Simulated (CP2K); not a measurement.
Set up this calculation in CP2K 2026.2, as the native input.

```yaml
Task: band structure
Functional: TB-mBJ
Potentials_or_basis: POTENTIAL_UZH W GTH-PBE-q14, S GTH-PBE-q6; TZVP-MOLOPT-PBE-GTH basis
Density_cutoff: 9184 eV
k_mesh: 10 × 10 × 3
Occupations: fermi-dirac, width 0.05 eV
Spin: no spin polarisation
SCF_solver: diagonalisation with k points
Quickstep_method: GPW
EPS_DEFAULT: 1.0E-9
EPS_SCF: 1.0E-6
MAX_SCF: 100
SCF_GUESS: ATOMIC
k_points_reduced_by_the_point_group: yes
Mesh_centred_on_Gamma: yes
CHOLESKY: OFF
EPS_EIGVAL: 1.0E-7
MIXING_METHOD: BROYDEN_MIXING
MIXING_ALPHA: 0.4
NBUFFER: 8
NGRIDS: 4
Basis_sets: W TZVP-MOLOPT-PBE-GTH-q14, S TZVP-MOLOPT-PBE-GTH-q6
Potentials: W GTH-PBE-q14 of POTENTIAL_UZH, S GTH-PBE-q6 of POTENTIAL_UZH
ADDED_MOS: "[24]"
Points_a_segment_of_the_path_NPOINTS: 10
Bands_added_on_the_path: 4
MPI_ranks: 3
REL_CUTOFF_Ry: 60 Ry
MIXING_BETA_1/bohr: 1.5 1/bohr
CUTOFF_of_the_grids: 675 Ry
```

WS2 (Tungstenite):

```
W S
1.0
     3.18000    0.00000    0.00000
    -1.59000    2.75396    0.00000
     0.00000    0.00000   12.50000
W S
2 4
Direct
  0.66667 0.33333 0.75000
  0.33333 0.66667 0.25000
  0.66667 0.33333 0.37500
  0.33333 0.66667 0.87500
  0.66667 0.33333 0.12500
  0.33333 0.66667 0.62500
```

The input as run:

ws2_bands.inp

```
&GLOBAL
  PROJECT ws2_bands
  RUN_TYPE ENERGY
  PRINT_LEVEL LOW
&END GLOBAL
&FORCE_EVAL
  METHOD QS
  &DFT
    BASIS_SET_FILE_NAME BASIS_MOLOPT_UZH
    POTENTIAL_FILE_NAME POTENTIAL_UZH
    &MGRID
      CUTOFF 675
      REL_CUTOFF 60
      NGRIDS 4
    &END MGRID
    &QS
      METHOD GPW
      EPS_DEFAULT 1.0E-9
    &END QS
    &KPOINTS
      SCHEME MONKHORST-PACK 10 10 3
      GAMMA_CENTERED T
      SYMMETRY T
      SYMMETRY_BACKEND SPGLIB
    &END KPOINTS
    &SCF
      SCF_GUESS ATOMIC
      EPS_SCF 1.0E-6
      MAX_SCF 100
      ADDED_MOS 24
      CHOLESKY OFF
      EPS_EIGVAL 1.0E-7
      &DIAGONALIZATION ON
        ALGORITHM STANDARD
      &END DIAGONALIZATION
      &MIXING ON
        METHOD BROYDEN_MIXING
        ALPHA 0.4
        BETA 1.5
        NBUFFER 8
      &END MIXING
      &SMEAR ON
        METHOD FERMI_DIRAC
        ELECTRONIC_TEMPERATURE 580.23
      &END SMEAR
    &END SCF
    &XC
      &XC_FUNCTIONAL
        &MGGA_X_TB09
        &END MGGA_X_TB09
        &LDA_C_PW
        &END LDA_C_PW
      &END XC_FUNCTIONAL
    &END XC
    &PRINT
      &KPOINTS ON
      &END KPOINTS
      &MULLIKEN ON
      &END MULLIKEN
      &MO ON
        ENERGIES T
        OCCUPATION_NUMBERS T
        &EACH
          QS_SCF 0
        &END EACH
        ADD_LAST NUMERIC
      &END MO
      &BAND_STRUCTURE
        FILE_NAME bands.bs
        ADDED_MOS 4
        &KPOINT_SET
          UNITS B_VECTOR
          NPOINTS 10
          SPECIAL_POINT GAMMA 0.00000000 0.00000000 0.00000000
          SPECIAL_POINT M 0.50000000 0.00000000 0.00000000
          SPECIAL_POINT K 0.33333333 0.33333333 0.00000000
          SPECIAL_POINT GAMMA 0.00000000 0.00000000 0.00000000
          SPECIAL_POINT A 0.00000000 0.00000000 0.50000000
          SPECIAL_POINT L 0.50000000 0.00000000 0.50000000
          SPECIAL_POINT H 0.33333333 0.33333333 0.50000000
          SPECIAL_POINT A 0.00000000 0.00000000 0.50000000
        &END KPOINT_SET
        &KPOINT_SET
          UNITS B_VECTOR
          NPOINTS 10
          SPECIAL_POINT L 0.50000000 0.00000000 0.50000000
          SPECIAL_POINT M 0.50000000 0.00000000 0.00000000
        &END KPOINT_SET
        &KPOINT_SET
          UNITS B_VECTOR
          NPOINTS 10
          SPECIAL_POINT K 0.33333333 0.33333333 0.00000000
          SPECIAL_POINT H 0.33333333 0.33333333 0.50000000
        &END KPOINT_SET
      &END BAND_STRUCTURE
    &END PRINT
  &END DFT
  &SUBSYS
    &CELL
      A 3.1800000000 0.0000000000 0.0000000000
      B -1.5900000000 2.7539607840 0.0000000000
      C 0.0000000000 0.0000000000 12.5000000000
      PERIODIC XYZ
    &END CELL
    &COORD
      SCALED
      W   0.6666666667 0.3333333333 0.7500000000
      W   0.3333333333 0.6666666667 0.2500000000
      S   0.6666666667 0.3333333333 0.3750000000
      S   0.3333333333 0.6666666667 0.8750000000
      S   0.6666666667 0.3333333333 0.1250000000
      S   0.3333333333 0.6666666667 0.6250000000
    &END COORD
    &KIND W
      BASIS_SET TZVP-MOLOPT-PBE-GTH-q14
      POTENTIAL GTH-PBE-q14
    &END KIND
    &KIND S
      BASIS_SET TZVP-MOLOPT-PBE-GTH-q6
      POTENTIAL GTH-PBE-q6
    &END KIND
    &PRINT
      &ATOMIC_COORDINATES ON
      &END ATOMIC_COORDINATES
      &CELL ON
      &END CELL
    &END PRINT
  &END SUBSYS
  &PRINT
    &FORCES ON
    &END FORCES
  &END PRINT
&END FORCE_EVAL
```

Potentials or basis: POTENTIAL_UZH W GTH-PBE-q14, S GTH-PBE-q6; TZVP-MOLOPT-PBE-GTH basis.

Run with:

```console
$ OMP_NUM_THREADS=1 mpirun -n 3 cp2k.psmp -i ws2_bands.inp -o ws2_bands.out
```

Results of the run:

| Property | Result |
| --- | --- |
| Band gap on the k mesh | 1.22 eV, indirect (least direct gap 2.11 eV) |
| Band gap along the path | 1.15 eV, indirect (least direct gap 1.76 eV) |
| Mulliken charges | W +0.78; S -0.39 e |

Caveat: Mulliken charges move with the basis; this is a model potential without an energy functional, so only levels have meaning; spin-orbit coupling is left out, which moves the levels of the heavy elements; the basis of atomic orbitals isn't converged, which shifts pressures, moduli and gaps.

Wall time 88 s on 3 MPI ranks on Arm Neoverse V2, on a shared host.
